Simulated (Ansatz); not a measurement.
# CaF2 (Fluorite): the cost of one run

Method: reference: DFT, HSE06, plane waves, PAW, in Ansatz 0.2.0.

2 further runs of the same task are left out: 2 that didn't finish.

## Step 1: Starting point

Symmetry: Fm-3m, No. 225, cubic system. The conventional cell has a = 5.439 Å, b = 5.439 Å, c = 5.439 Å, α = 90.00°, β = 90.00°, γ = 90.00°. Around Ca (site symmetry m-3m) lie 8 F at 2.36 Å. Around F (site symmetry -43m) lie 4 Ca at 2.36 Å.

Structure file:

```xyz
3
Lattice="0.0000 2.7196 2.7196 2.7196 0.0000 2.7196 2.7196 2.7196 0.0000" Properties=species:S:1:pos:R:3 pbc="T T T"
Ca    0.0000    0.0000    0.0000
F     1.3598    1.3598    1.3598
F     4.0794    4.0794    4.0794
```

## Step 2: Reference

File input.yaml:

```yaml
crystal:
  lattice:
    - [0.0, 2.719592886, 2.719592886]
    - [2.719592886, 0.0, 2.719592886]
    - [2.719592886, 2.719592886, 0.0]
  atoms:
    - { symbol: Ca, position: [0.0, 0.0, 0.0] }
    - { symbol: F, position: [0.25, 0.25, 0.25] }
    - { symbol: F, position: [0.75, 0.75, 0.75] }
kpoints:
  mp_grid: { grid: [4, 4, 4] }
hamiltonian:
  xc: hse06
scf:
  occupations: { method: fixed }
  n_extra_bands: 4
output:
  forces: true
  stress: true
  eigenvalues: true
  write_density: true
  write_potential: true
  elf: true
  volumetric_format: npy
```

On the command line:

```
ansatz run input.yaml --threads 4 --pin off --max-ram 3686MiB --backend cpu --events-out ev --progress --plain --runs-dir out
```

Q: Estimate wall time and peak memory on 4 threads of Arm Neoverse N1, shared host.

About 5.4 s, with a peak of 0.55 GiB.
